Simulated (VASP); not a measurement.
Here is a VASP 6.6.1 calculation.

The input INCAR:

```
PREC     = Accurate       # precision mode
ENCUT    = 520            # plane-wave cutoff, eV
EDIFF    = 1E-6           # SCF threshold, eV
ISMEAR   = 0              # smearing method
SIGMA    = 0.1            # smearing width, eV
LREAL    = False          # projectors in reciprocal space
LASPH    = True           # aspherical terms in the spheres
NELM     = 120            # most SCF steps
ALGO     = Normal         # electronic algorithm
ISIF     = 3              # what is computed and relaxed
LWAVE    = False          # write WAVECAR
LCHARG   = False          # write CHGCAR
GGA      = PE             # functional
IBRION   = 2              # ionic algorithm
NSW      = 90             # ionic steps
EDIFFG   = -0.01          # ionic threshold
KPAR     = 4
```

The input KPOINTS:

```
Automatic mesh
0
Gamma
  12 12 4
```

The input POSCAR:

```
AlGa3N2
1.0
    3.1098532100      0.0000000000      0.0000000000
   -1.5549266000      2.6932118800      0.0000000000
    0.0000000000      0.0000000000     10.0890000000
Al Ga N
1 3 2
Direct
    0.0000000000      0.0000000000      0.0000000000
    0.6666666700      0.3333333300      0.7228664900
    0.3333333300      0.6666666700      0.2771335100
    0.0000000000      0.0000000000      0.5000000000
    0.6666666700      0.3333333300      0.9034592100
    0.3333333300      0.6666666700      0.0965407900
```

Potentials or basis: VASP PAW PBE potentials, release 64 (Al, Ga_d, N).

Run with:

```console
$ cat potpaw_PBE.64/Al/POTCAR potpaw_PBE.64/Ga_d/POTCAR potpaw_PBE.64/N/POTCAR > POTCAR
$ mpirun -np 4 vasp_std > vasp.out
```

(1) What does it give for the space group after relaxing (to 0.05 Å)?

(2) What does it give for the relaxed cell?

(3) What does it give for the band gap on the k mesh?

## Answers

(1) P-3m1 (No. 164).

(2) a = 3.174 Å, b = 3.174 Å, c = 9.465 Å, α = 90.00°, β = 90.00°, γ = 120.00°.

(3) none (metal or under the smearing width).
